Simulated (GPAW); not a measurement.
## BN: equation of state with r2SCAN+D3(BJ)

The system is BN.

```
N B
1.0
     0.00000    1.81300    1.81300
     1.81300    0.00000    1.81300
     1.81300    1.81300    0.00000
N B
1 1
Direct
  0.25000 0.25000 0.25000
  0.00000 0.00000 0.00000
```

The cell is a database's computed one.

```yaml
Program: GPAW 26.7.0
Task: equation of state
Functional: r2SCAN
Dispersion: D3(BJ)
Potentials_or_basis: GPAW PAW data sets (gpaw-data 1.2.1)
Cutoff: 800 eV
Basis: pw
k_mesh: 10 × 10 × 10
Occupations: fermi-dirac, width 0.05 eV
Spin: no spin polarisation
```

```
Equilibrium volume : 5.84 Å³/atom (rough: see the caveat)
Bulk modulus       : 396 GPa (rough)
```

Energy against volume, from the lowest point:
| volume (Å³/atom) | energy (meV/atom) |
| --- | --- |
| 5.602 | 12.88 |
| 5.721 | 3.14 |
| 5.840 | 0.00 |
| 5.959 | 2.97 |
| 6.078 | 11.27 |
| 6.198 | 24.61 |
| 6.317 | 42.41 |

Wall time 3.4 min on 1 thread of Arm Neoverse V1, on a shared host, peak memory 0.31 GiB.

Caveat: the points scatter about the fit; the PAW data sets were made with another functional, which shifts forces and pressure a little.
